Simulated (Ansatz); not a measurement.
# C: the cost of one run

Program: Ansatz 0.2.0. Level of theory: DFT PBEsol, scalar-relativistic, plane waves, PAW. These are calculated values, not measurements.

5 further runs of the same task are left out: 5 set aside as unsound or not needed.

### Step 1. The structure to begin with

It takes space group Fmmm (No. 69, orthorhombic). Conventional cell: a = 2.459 Å, b = 4.259 Å, c = 7.383 Å, α = 90.00°, β = 90.00°, γ = 90.00°. C (site symmetry m2m) has 3 C at 1.42 Å as nearest neighbours.

Structure file:

```xyz
2
Lattice="0.0000 2.1294 3.6913 1.2294 0.0000 3.6913 1.2294 2.1294 0.0000" Properties=species:S:1:pos:R:3 pbc="T T T"
C     1.2294    0.7099    3.6913
C     1.2294    3.5489    3.6913
```

It is the result of an earlier relaxation at this level (volume 9.66 Å³/atom; gap on the mesh: 0.71 eV).

The bulk reference comes from a run made before at the same settings: -246.6908 eV/atom.

### Step 2. Cutting the (111) slab

Planes are indexed in the bulk's conventional cell (Fmmm (No. 69)), a = 2.459 Å, b = 4.259 Å, c = 7.383 Å, α = 90.00°, β = 90.00°, γ = 90.00°.

The slab is a (111) slab, 10.9 Å thick as cut, with 15 Å of vacuum; its outer planes are C (top) and C (bottom).

The slab as cut. Layers, bottom to top:

```tsv
plane	atoms per cell	height over the lowest (Å)
1	C	0.00
2	C	0.68
3	C	2.05
4	C	2.73
5	C	4.09
6	C	4.77
7	C	6.14
8	C	6.82
9	C	8.18
10	C	8.87
11	C	10.23
12	C	10.91
```

### Step 3. Single point on the unrelaxed (111) slab

The cell repeats along c, and a dipole correction in the vacuum removes the field between the copies.

input.yaml reads:

```yaml
crystal:
  lattice:
    - [2.45882792, 0.0, 0.0]
    - [0.6147192233, 3.8418048898, 0.0]
    - [0.0, 0.0, 25.9121866414]
  atoms:
    - { symbol: C, position: [0.718050856, 0.1280047339, 0.2894391008] }
    - { symbol: C, position: [0.2051619643, 0.1792175347, 0.3157635933] }
    - { symbol: C, position: [0.1796572662, 0.2816158682, 0.3683985619] }
    - { symbol: C, position: [0.6667683745, 0.332828669, 0.3947230545] }
    - { symbol: C, position: [0.6412636763, 0.4352270025, 0.4473580231] }
    - { symbol: C, position: [0.1283747847, 0.4864398033, 0.4736825157] }
    - { symbol: C, position: [0.1028700865, 0.5888381368, 0.5263174843] }
    - { symbol: C, position: [0.5899811948, 0.6400509376, 0.5526419769] }
    - { symbol: C, position: [0.5644764966, 0.7424492711, 0.6052769455] }
    - { symbol: C, position: [0.051587605, 0.7936620719, 0.6316014381] }
    - { symbol: C, position: [0.0260829068, 0.8960604054, 0.6842364067] }
    - { symbol: C, position: [0.5131940151, 0.9472732062, 0.7105608992] }
basis:
  ecutwfc: 420
kpoints:
  mp_grid: { grid: [11, 7, 1] }
hamiltonian:
  xc: pbesol
scf:
  occupations: { method: gaussian, width: 0.05 }
output:
  forces: true
  stress: true
  eigenvalues: true
  write_density: true
  write_potential: true
  elf: true
  volumetric_format: npy
efield:
  axis: 3
  dipole_correction: true
  ramp_width: 0.04
```

Started as:

```sh
ansatz run input.yaml --threads 1 --pin off --max-ram 2560MiB --backend cpu --events-out ev --progress --plain --runs-dir out
```

**Question.** How long does this run take on 1 thread of Intel Xeon Platinum 8259CL at 2.50GHz (Skylake/Cascade Lake), shared host, and how much memory does it need?

About 44 s, with a peak of 0.59 GiB.
